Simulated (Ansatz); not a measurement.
# Zn (P6_3/mmc) in Ansatz: further runs

The runs below take Zn through relaxation of cell and atoms, single point, with PBE0, PBEsol0.

All numbers are computed with Ansatz 0.2.0; they aren't measurements. Logs are shortened: lines on timing, memory, paths and dates and some standing lists are left out, and cuts for length are marked.

**1. The crystal as given**

The structure is hexagonal, space group P6_3/mmc (No. 194). The conventional cell has a = 2.670 Å, b = 2.670 Å, c = 4.966 Å, α = 90.00°, β = 90.00°, γ = 120.00°. Zn (site symmetry -6m2) has 12 Zn at 2.67 to 2.92 Å as nearest neighbours.

**2. Relaxation of cell and atoms, PBE0**

Input file input.yaml:

```yaml
crystal:
  lattice:
    - [2.67, 0.0, 0.0]
    - [-1.335, 2.3122878281, 0.0]
    - [0.0, 0.0, 4.966]
  atoms:
    - { symbol: Zn, position: [0.6666666667, 0.3333333333, 0.75] }
    - { symbol: Zn, position: [0.3333333333, 0.6666666667, 0.25] }
hamiltonian:
  xc: pbe0
  pseudopotentials: { kind: paw }
kpoints:
  mp_grid: { grid: [6, 6, 3] }
scf:
  occupations: { method: fermi_dirac, width: 0.05 }
output:
  forces: true
  stress: true
  eigenvalues: true
  write_density: true
  write_potential: true
  elf: true
  volumetric_format: npy
relax:
  f_tol: 0.01
  max_steps: 40
  cell: { stress_tol: 0.05 }
```

Potentials or basis: Ansatz PAW.

Launch:

```
$ ansatz run input.yaml --threads 2 --pin off --max-ram 5632MiB --backend cpu --events-out ev --progress --plain --runs-dir out
```

Standard output:

```text
Warning: RAYON_NUM_THREADS=2 ignored (pool sized by the plan → 2); use --threads N
Engine: ansatz 0.2.0, aarch64-unknown-linux-gnu
Pseudopotentials: kind: paw
Pseudopotential: Zn, paw, valence charge 12, recommended cutoff 420 eV (normal), Zn.paw.azcp
Functional definition: PBE0
  parameter a = 0.25
  parameter kappa = 0.804
  parameter beta = 0.06672455060314922
  exchange = (1 - a)*pbe_x(kappa = kappa, mu = beta*pi^2/3) + a*exact_x
  correlation = pbe_c(beta = beta)
Crystal: 2 atoms, lattice volume = 30.659 Å³
Basis set: ecut = 420 eV, 623 PW (Γ), exchange–correlation on 36×36×72 points (8 copies of the dense FFT grid, shifted against one another)
Bands: 16, of which v1, the nominal top of the filled ones, is band 12 counted from 1 (11 counted from 0)
Symmetry: 24 space group operations
Space group: P63/mmc (ITA 194), of the structure as read, at distance tolerance 3.1e-5 Å
k-points: 14 of 108
Non-local potential: Zn, projectors of the file, l = 0: 2, l = 1: 2, l = 2: 3, l = 3: 1
PAW form: soft (Blöchl's): semilocal exchange-correlation on the pseudo side does not see the compensation charge
PAW frozen core: Zn, regenerated for the run's functional, and the local potential with it (the file was generated under x = pbe(κ = 0.804, μ = 0.2195149727645171), c = pbe(β = 0.06672455060314922))
PAW one-centre angular grid: Zn, 590 points (default); XC on 64 Gauss nodes
Initial density: superposition of atomic densities (neutral atoms: chi_scale 0, normalization atom), corrected by the library's trained network
Initial wavefunctions: pseudopotential atomic-orbital guess
Functional: x = pbe(κ = 0.804, μ = 0.2195149727645171), c = pbe(β = 0.06672455060314922), warm-up for x = 0.75 pbe(κ = 0.804, μ = 0.2195149727645171) + 0.25 exact, c = pbe(β = 0.06672455060314922)
SCF iter   1: F=—  HF=-6638.045057 eV  |F-HF|=—  |Δ(HF+E_count)|=         —  Δρ=4.33e-3  dr2=4.98e-3  ethr=1.77e-3  ⟨swp⟩=11.6  Hψ=1118  notcnv=0
preconditioner: auto → none  [insulator: Δε(μ)=0.194 eV  Ē_g=13.109 eV  σ=0.050 eV  W_gap=0.66  n_scr=4 (ndim 8)  ℏωp=32.9 eV  f_vac=0.000  D(μ)=0.73/eV (n_scr^D=2)]
SCF iter   2: F=—  HF=-6638.043785 eV  |F-HF|=—  |Δ(HF+E_count)|=   1.27e-3  Δρ=2.33e-3  dr2=1.26e-3  ethr=2.07e-5  ⟨swp⟩=4.2  Hψ=669  notcnv=0  defer=1
SCF iter   3: F=—  HF=-6638.043363 eV  |F-HF|=—  |Δ(HF+E_count)|=   4.23e-4  Δρ=9.62e-4  dr2=2.26e-4  ethr=5.23e-6  ⟨swp⟩=3.8  Hψ=578  notcnv=0
SCF iter   4: F=—  HF=-6638.043292 eV  |F-HF|=—  |Δ(HF+E_count)|=   7.01e-5  Δρ=4.83e-4  dr2=5.23e-5  ethr=9.42e-7  ⟨swp⟩=2.1  Hψ=402  notcnv=0
iter 5 solved again at ethr=3.70e-9 eV; its pass at ethr=2.18e-7 eV (dr2=8.87e-7 eV) is discarded
SCF iter   5: F=—  HF=-6638.043281 eV  |F-HF|=—  |Δ(HF+E_count)|=   1.11e-5  Δρ=6.08e-5  dr2=8.27e-7  ethr=3.70e-9  ⟨swp⟩=2.9  Hψ=981  notcnv=0
SCF iter   6: F=—  HF=-6638.043281 eV  |F-HF|=—  |Δ(HF+E_count)|=   1.17e-7  Δρ=7.27e-5  dr2=7.87e-7  ethr=3.45e-9  ⟨swp⟩=3.2  Hψ=567  notcnv=0
SCF iter   7: F=—  HF=-6638.043281 eV  |F-HF|=—  |Δ(HF+E_count)|=   1.03e-7  Δρ=1.92e-5  dr2=5.41e-8  ethr=3.28e-9  ⟨swp⟩=2.0  Hψ=400  notcnv=0
SCF iter   8: F=—  HF=-6638.043281 eV  |F-HF|=—  |Δ(HF+E_count)|=   2.37e-9  Δρ=1.04e-6  dr2=2.37e-10  ethr=2.26e-10  ⟨swp⟩=3.1  Hψ=506  notcnv=0
SCF iter   9: F=—  HF=-6638.043281 eV  |F-HF|=—  |Δ(HF+E_count)|=  3.46e-11  Δρ=8.19e-7  dr2=1.03e-10  ethr=1.00e-12  ⟨swp⟩=4.0  Hψ=718  notcnv=0
SCF iter  10: F=-6638.043281 eV  HF=-6638.043281 eV  |F-HF|=1.82e-11  |Δ(HF+E_count)|=  7.00e-11  Δρ=3.30e-7  dr2=1.75e-11  ethr=1.00e-12  ⟨swp⟩=2.2  Hψ=405  notcnv=0
SCF 1 converged in 10 iterations: F = -6638.043281 eV  dr2 = 1.75e-11
Initial density: handed on by an earlier stage of this run
Initial wavefunctions: those handed on with the density
Functional: x = 0.75 pbe(κ = 0.804, μ = 0.2195149727645171) + 0.25 exact, c = pbe(β = 0.06672455060314922)
Frozen-core exchange: fock
iter 1 solved again at ethr=6.69e-4 eV; its pass at ethr=1.00e-1 eV (dr2=1.61e-1 eV) is discarded
SCF iter   1: F=—  HF=-6638.033658 eV  |F-HF|=—  |Δ(HF+E_count)|=         —  Δρ=3.26e-2  dr2=1.65e-1  ethr=6.69e-4  ⟨swp⟩=3.1  Hψ=939  notcnv=0
preconditioner: auto → none  [insulator: Δε(μ)=0.622 eV  Ē_g=16.864 eV  σ=0.050 eV  W_gap=0.83  n_scr=4 (ndim 8)  ℏωp=32.9 eV  f_vac=0.000  D(μ)=0.31/eV (n_scr^D=2)]
SCF iter   2: F=—  HF=-6637.979556 eV  |F-HF|=—  |Δ(HF+E_count)|=   5.41e-2  Δρ=3.72e-3  dr2=4.75e-3  ethr=6.69e-4  ⟨swp⟩=3.4  Hψ=643  notcnv=0
SCF iter   3: F=—  HF=-6637.970756 eV  |F-HF|=—  |Δ(HF+E_count)|=   8.80e-3  Δρ=4.56e-3  dr2=4.64e-3  ethr=1.42e-5  ⟨swp⟩=4.0  Hψ=762  notcnv=0
[... 159 lines left out ...]
iter 1 solved again at ethr=1.78e-9 eV; its pass at ethr=1.00e-1 eV (dr2=4.27e-7 eV) is discarded
SCF iter   1: F=—  HF=-6638.006910 eV  |F-HF|=—  |Δ(HF+E_count)|=         —  Δρ=9.59e-5  dr2=9.93e-7  ethr=1.78e-9  ⟨swp⟩=15.9  Hψ=1879  notcnv=3
preconditioner: auto → none  [insulator: Δε(μ)=0.484 eV  Ē_g=16.987 eV  σ=0.050 eV  W_gap=0.75  n_scr=4 (ndim 8)  ℏωp=32.9 eV  f_vac=0.000  D(μ)=0.28/eV (n_scr^D=2)]
SCF iter   2: F=—  HF=-6638.006910 eV  |F-HF|=—  |Δ(HF+E_count)|=   7.08e-7  Δρ=6.55e-5  dr2=7.81e-7  ethr=1.78e-9  ⟨swp⟩=4.1  Hψ=716  notcnv=0  defer=1
iter 3 solved again at ethr=1.40e-10 eV; its pass at ethr=1.78e-9 eV (dr2=3.35e-8 eV) is discarded
SCF iter   3: F=—  HF=-6638.006910 eV  |F-HF|=—  |Δ(HF+E_count)|=   1.50e-7  Δρ=2.47e-5  dr2=2.29e-7  ethr=1.40e-10  ⟨swp⟩=2.1  Hψ=942  notcnv=0  defer=1
SCF iter   4: F=—  HF=-6638.006910 eV  |F-HF|=—  |Δ(HF+E_count)|=   2.33e-8  Δρ=3.79e-6  dr2=1.98e-7  ethr=1.40e-10  ⟨swp⟩=3.1  Hψ=481  notcnv=0  defer=1
SCF iter   5: F=—  HF=-6638.006921 eV  |F-HF|=—  |Δ(HF+E_count)|=   1.15e-5  Δρ=6.67e-5  dr2=6.89e-7  ethr=2.76e-12  ⟨swp⟩=6.1  Hψ=1068  notcnv=0  defer=31
SCF iter   6: F=-6638.006921 eV  HF=-6638.006921 eV  |F-HF|=4.58e-9  |Δ(HF+E_count)|=   6.61e-7  Δρ=3.98e-6  dr2=4.26e-9  ethr=2.76e-12  ⟨swp⟩=5.2  Hψ=950  notcnv=0  defer=4
SCF 16 stopped early in 6 iterations: F = -6638.006921 eV  dr2 = 4.26e-9
hybrid outer 1: dexx = +1.293e-5 eV, tail = 6.51e-8 eV
Frozen-core exchange: fock
SCF iter   1: F=—  HF=-6638.006922 eV  |F-HF|=—  |Δ(HF+E_count)|=         —  Δρ=3.70e-6  dr2=1.96e-9  ethr=1.36e-9  ⟨swp⟩=10.8  Hψ=742  notcnv=0
preconditioner: auto → none  [insulator: Δε(μ)=0.484 eV  Ē_g=16.532 eV  σ=0.050 eV  W_gap=0.75  n_scr=4 (ndim 8)  ℏωp=32.9 eV  f_vac=0.000  D(μ)=0.28/eV (n_scr^D=2)]
SCF iter   2: F=—  HF=-6638.006922 eV  |F-HF|=—  |Δ(HF+E_count)|=  8.09e-11  Δρ=7.87e-7  dr2=1.26e-10  ethr=7.89e-12  ⟨swp⟩=4.0  Hψ=680  notcnv=0
SCF iter   3: F=—  HF=-6638.006922 eV  |F-HF|=—  |Δ(HF+E_count)|=  1.09e-11  Δρ=1.80e-7  dr2=7.08e-11  ethr=1.00e-12  ⟨swp⟩=2.0  Hψ=395  notcnv=0
SCF iter   4: F=—  HF=-6638.006922 eV  |F-HF|=—  |Δ(HF+E_count)|=  1.82e-12  Δρ=1.96e-8  dr2=6.84e-11  ethr=1.00e-12  ⟨swp⟩=2.0  Hψ=395  notcnv=0
SCF iter   5: F=—  HF=-6638.006922 eV  |F-HF|=—  |Δ(HF+E_count)|=  9.67e-10  Δρ=4.24e-7  dr2=4.10e-11  ethr=1.00e-12  ⟨swp⟩=4.0  Hψ=648  notcnv=0
SCF iter   6: F=-6638.006922 eV  HF=-6638.006922 eV  |F-HF|=4.55e-12  |Δ(HF+E_count)|=  2.64e-11  Δρ=1.44e-7  dr2=4.87e-12  ethr=1.00e-12  ⟨swp⟩=2.0  Hψ=395  notcnv=0
SCF 17 converged in 6 iterations: F = -6638.006922 eV  dr2 = 4.87e-12
  Residual-converged pass: ⟨swp⟩=4.5  Hψ=748  notcnv=0  max |occ|·‖R‖ = 1.0e-8 eV (tolerance 1.0e-8 eV)  dr2=3.05e-12  dr2_onsite=6.43e-13  max |Δocc| = 1.1e-13
hybrid outer 2: dexx = +1.111e-9 eV, tail = 5.30e-11 eV, Δε = 1.14e-4 eV (about 4.49e-6 eV left of the loop's levels)
relax step   5: F+E_penalty+E_count = -6638.00692197 eV  Δ(F+E_penalty+E_count) = +8.493e-5 eV  max|allowed force component| = 1.018e-16 eV/Å  Δτ_max = 0.0000 Å  P = -0.005 GPa  Ω = 30.526 Å³  stress off target by 4.36e-2 GPa  SCF on the basis re-selected at this cell (its energy is not comparable with the rows above)  (12 SCF iters)
basis re-selected at this cell: Δ(F+E_penalty+E_count) = +8.493e-5 eV, ΔP = -0.003 GPa vs the last step (what re-selecting the basis moved, of the pressure what is left beyond the Pulay correction that the steps carried, after the strain that the cell walked since its last selection, with what the two solves' SCF thresholds leave and, on support functions, any second-order correction that the steps lacked; it is no measure of the basis error at this ecutwfc). This SCF's stress stands 4.36e-2 GPa from its target on what of the cell is left free (relax.cell.stress_tol is 5.00e-2 GPa) and its largest allowed force component is 1.02e-16 eV/Å (relax.f_tol is 1.00e-2 eV/Å): within both
hybrid SCF converged: 2 outer / 12 inner (+0 warm-up), last move |dexx| = 1.11e-9 eV, tail = 5.30e-11 eV
Stability not checked: this state was not tested for a lower state beside it, because the functional holds exact exchange (a hybrid, or Hartree-Fock), whose exchange loop this test does not read (fock_operator; see scf.lower_state_search)
Free energy (F): -6638.006922 eV
Frozen-core exchange: fock
Harris-Foulkes:  -6638.006922 eV  (|F-HF|=4.55e-12)
Internal energy: -6638.004793 eV  (E = F + TS)
E sigma→0 (E₀):  -6638.005858 eV
Entropy (-TS):   -0.002129 eV (-1.064 meV/atom)
Fermi energy:    11.347718 eV
--- Per-component energies (eV) ---
  E_band       = 36.356296
  E_kinetic    = 261.108784
  E_local      = -3107.601646  (includes V_loc(G=0)·N_el)
  E_nonlocal   = 1230.184441
  E_hartree    = 1311.717908
  E_xc         = -210.763033
  E_vxc        = -80.599079  (∫ρ·V_xc dr)
  E_exx        = -92.764677  (= α·E_x^exact, valence–valence)
  E_paw        = -3628.421335  (= ΣΔE_a)
  E_vpaw       = -704.641821  (= ΣTr[D̂ρ^β])
  E_aug_tail   = -0.000723  (compensation charges beyond the density's cutoff)
  E_ewald      = -2402.625164
  E_core_change = 1.160653  (= ΣΔE_core)
  E_smearing   = -0.002129  (= −TS)
  E_closure    = -0.000002  (closes the sum)
  Σ components = -6638.006922   (vs F -6638.006922, Δ=0.00e0)
--- Forces (eV/Å), atoms counted from 1 ---
  atom   1  Zn    -0.00000000    -0.00000000    -0.00000000
  atom   2  Zn    -0.00000000     0.00000000     0.00000000
  max |Σ_I F_I| component: 3.70e-17 eV/Å
--- Stress (GPa, compression-positive) ---
        0.014611       0.000000       0.000000
        0.000000       0.014611      -0.000000
        0.000000      -0.000000      -0.043604
  P = ⅓ Tr σ = -0.0048 GPa (-0.048 kbar)
--- Band table (eV; the first three rows and the last of 14) ---
  k-point 0: bands = ["-1.2458", "-0.2767", "0.2665", "0.5136", "0.5136", "0.5524", "0.5524", "0.9510", "0.9510", "1.1226", "1.1226", "6.2710", "6.4456", "24.5310", "28.2248", "30.8290"]
  k-point 1: bands = ["-0.6871", "-0.2847", "0.4570", "0.5141", "0.5141", "0.5345", "0.5345", "1.0031", "1.0031", "1.0883", "1.0883", "2.3348", "12.4253", "18.8657", "31.4533", "31.4533"]
  k-point 2: bands = ["-0.3500", "-0.0115", "0.3411", "0.4711", "0.5575", "0.7144", "0.7158", "0.7473", "0.8705", "0.8871", "1.1205", "7.0301", "7.5329", "23.2199", "25.4859", "27.0318"]
  k-point 13: bands = ["0.3314", "0.3471", "0.3471", "0.4838", "0.5894", "0.5894", "0.7117", "0.7846", "1.0933", "1.0933", "12.1072", "12.1072", "12.2860", "14.4885", "14.9151", "14.9151"]
--- Relaxed structure (4 steps of the walk, 4 accepted, 1 SCFs on fresh bases) ---
  F+E_penalty+E_count = -6638.00692197 eV   max|allowed force component| = 1.018e-16 eV/Å   (the final SCF, on the basis selected at the relaxed cell)
  cell:  # Å, volume = 30.5259 Å³
    - [2.6308280617184474, 6.366540370367682e-34, -2.081105669453522e-33]
    - [-1.3154140308592237, 2.2783639344371505, 1.1828389171772797e-33]
    - [-3.666979569905194e-33, 3.055816308254328e-34, 5.092757549418943]
  atoms:
    - { symbol: Zn, position: [0.6666666666666666, 0.3333333333333333, 0.75] }
    - { symbol: Zn, position: [0.3333333333333333, 0.6666666666666666, 0.25] }
```

Wall time 43 s (2 threads of Arm Neoverse V1, shared host); peak memory 0.61 GiB.

What came out:

```yaml
Free_energy: -6638.0069 eV
Relaxed_volume: 15.26 Å³/atom
Relaxed_cell: a = 2.631 Å, b = 2.631 Å, c = 5.093 Å, α = 90.00°, β = 90.00°, γ = 120.00°
Space_group_after_relaxing_to_0.05_Å: P6_3/mmc (No. 194)
Energy_gained_by_relaxing: 10.7 meV/atom
Ionic_steps: 5
Pressure_after_relaxing: 0.0 GPa
Band_gap_on_the_k_mesh: none (metal or under the smearing width)
```

Step by step:
| step | energy change (eV) | largest force (eV/Å) | volume (Å³) |
| --- | --- | --- | --- |
| 1 | 0.0000 | 0.0000 | 30.66 |
| 2 | -0.0195 | 0.0000 | 30.97 |
| 3 | -0.0211 | 0.0000 | 30.70 |
| 4 | -0.0215 | 0.0000 | 30.53 |
| 5 | -0.0214 | 0.0000 | 30.53 |

Final structure:
```
Zn
1.0
     2.63083    0.00000    0.00000
    -1.31541    2.27836    0.00000
     0.00000    0.00000    5.09276
Zn
2
Direct
  0.66667 0.33333 0.75000
  0.33333 0.66667 0.25000
```

Caveat: the k mesh is coarse (spacing up to 0.45 Å⁻¹), so the values aren't converged, least of all with exact exchange; the plane-wave basis is chosen anew once the cell has moved, so the energies of steps on either side of that aren't comparable; the PAW data sets come from PBE, with cores solved anew for the run's functional, which leaves a small shift of forces and pressure.

**3. Single point, PBEsol0**

input.yaml: that of step 2 with these lines changed.

```diff
@@ -9,3 +9,3 @@
 hamiltonian:
-  xc: pbe0
+  xc: { exchange: pbesol, correlation: pbesol, exx: { coeff: 0.25 } }
   pseudopotentials: { kind: paw }
@@ -23,5 +23 @@
   volumetric_format: npy
-relax:
-  f_tol: 0.01
-  max_steps: 40
-  cell: { stress_tol: 0.05 }
```

Potentials or basis: Ansatz PAW.

Launch:

```
$ ansatz run input.yaml --threads 2 --pin off --max-ram 5632MiB --backend cpu --events-out ev --progress --plain --runs-dir out
```

It took 9.6 s on 2 threads of Arm Neoverse V1, shared host; peak memory 0.59 GiB.

It converged, with:

- Free energy: -6583.5084 eV
- Pressure: -4.3 GPa
- Band gap on the k mesh: none (metal or under the smearing width)

Stress tensor (GPa, compression positive):
```
-7.07  0.00  0.00
 0.00 -7.07  0.00
 0.00  0.00  1.40
```

Levels at points of the mesh, in eV from the Fermi level:
| k point | band 8 | band 9 | band 10 | band 11 | band 12 | band 13 | band 14 | band 15 | band 16 |
| --- | --- | --- | --- | --- | --- | --- | --- | --- | --- |
| (0.00, 0.00, 0.00) | -10.17 | -10.17 | -9.96 | -9.96 | -4.66 | -4.18 | 14.67 | 18.17 | 18.76 |
| (0.00, -0.50, 0.00) | -9.97 | -9.76 | -9.74 | -3.72 | -2.95 | 3.17 | 4.07 | 4.85 | 6.24 |

Caveat: the k mesh is coarse (spacing up to 0.45 Å⁻¹), so the values aren't converged, least of all with exact exchange; the PAW data sets come from PBE, with cores solved anew for the run's functional, which leaves a small shift of forces and pressure; the thresholds are loose for stress.

**4. Relaxation of cell and atoms, PBEsol0**

input.yaml: that of step 3 with these lines changed.

```diff
@@ -19,5 +19,5 @@
   eigenvalues: true
-  write_density: true
-  write_potential: true
-  elf: true
-  volumetric_format: npy
+relax:
+  f_tol: 0.01
+  max_steps: 40
+  cell: { stress_tol: 0.05 }
```

Launch:

```
$ ansatz run input.yaml --threads 2 --pin off --max-ram 5632MiB --backend cpu --events-out ev --progress --plain --runs-dir out
```

Wall time 50 s (2 threads of Arm Neoverse V1, shared host); peak memory 0.61 GiB.

Results (log left out):

```
Free energy                            : -6583.5524 eV
Relaxed volume                         : 14.60 Å³/atom
Relaxed cell                           : a = 2.594 Å, b = 2.594 Å, c = 5.013 Å, α = 90.00°, β = 90.00°, γ = 120.00°
Space group after relaxing (to 0.05 Å) : P6_3/mmc (No. 194)
Energy gained by relaxing              : 22.0 meV/atom
Ionic steps                            : 6
Pressure after relaxing                : 0.0 GPa
Band gap on the k mesh                 : none (metal or under the smearing width)
```

The path:
| step | energy change (eV) | largest force (eV/Å) | volume (Å³) |
| --- | --- | --- | --- |
| 1 | 0.0000 | 0.0000 | 30.66 |
| 2 | -0.0412 | 0.0000 | 29.80 |
| 3 | -0.0448 | 0.0000 | 28.88 |
| 4 | -0.0454 | 0.0000 | 29.23 |
| 5 | -0.0454 | 0.0000 | 29.21 |
| 6 | -0.0440 | 0.0000 | 29.21 |

Final structure:
```cif
data_structure
_symmetry_space_group_name_H-M 'P 1'
_symmetry_Int_Tables_number 1
_cell_length_a 2.5938
_cell_length_b 2.5938
_cell_length_c 5.0126
_cell_angle_alpha 90.000
_cell_angle_beta 90.000
_cell_angle_gamma 120.000
_cell_volume 29.21
loop_
_atom_site_label
_atom_site_type_symbol
_atom_site_fract_x
_atom_site_fract_y
_atom_site_fract_z
_atom_site_occupancy
Zn1 Zn 0.66667 0.33333 0.75000 1
Zn2 Zn 0.33333 0.66667 0.25000 1
```

Levels at points of the mesh, in eV from the Fermi level:
| k point | band 10 | band 11 | band 12 | band 13 | band 14 | band 15 |
| --- | --- | --- | --- | --- | --- | --- |
| (0.00, 0.00, 0.00) | -10.29 | -10.29 | -5.34 | -4.89 | 13.57 | 17.38 |
| (0.00, -0.50, 0.00) | -10.01 | -4.03 | -3.04 | 2.83 | 3.91 | 4.73 |

Caveat: the k mesh is coarse (spacing up to 0.45 Å⁻¹), so the values aren't converged, least of all with exact exchange; the plane-wave basis is chosen anew once the cell has moved, so the energies of steps on either side of that aren't comparable; the PAW data sets come from PBE, with cores solved anew for the run's functional, which leaves a small shift of forces and pressure.

**5. The runs side by side**

| task | level | cell | gap on the mesh (eV) | pressure (GPa) | relaxed volume (Å³/atom) |
| --- | --- | --- | --- | --- | --- |
| relaxation of cell and atoms | PBE0 | relaxed | none | 0.0 | 15.26 |
| single point | PBEsol0 | as given | none | -4.3 | - |
| relaxation of cell and atoms | PBEsol0 | relaxed | none | 0.0 | 14.60 |

Alike in all rows: potentials or basis Ansatz PAW; no spin polarisation; k mesh 6 × 6 × 3; cutoff (eV) 420; smearing fermi-dirac 0.05 eV; the mesh is coarse, so values aren't converged.

Caveats: all runs use coarse meshes; the PAW data sets come from PBE, with cores solved anew for the run's functional, which leaves a small shift of forces and pressure; the plane-wave basis is chosen anew once the cell has moved, so the energies of steps on either side of that aren't comparable (some runs); the thresholds are loose for stress (some runs).

Absolute energies hang on the potentials; compare differences alone.
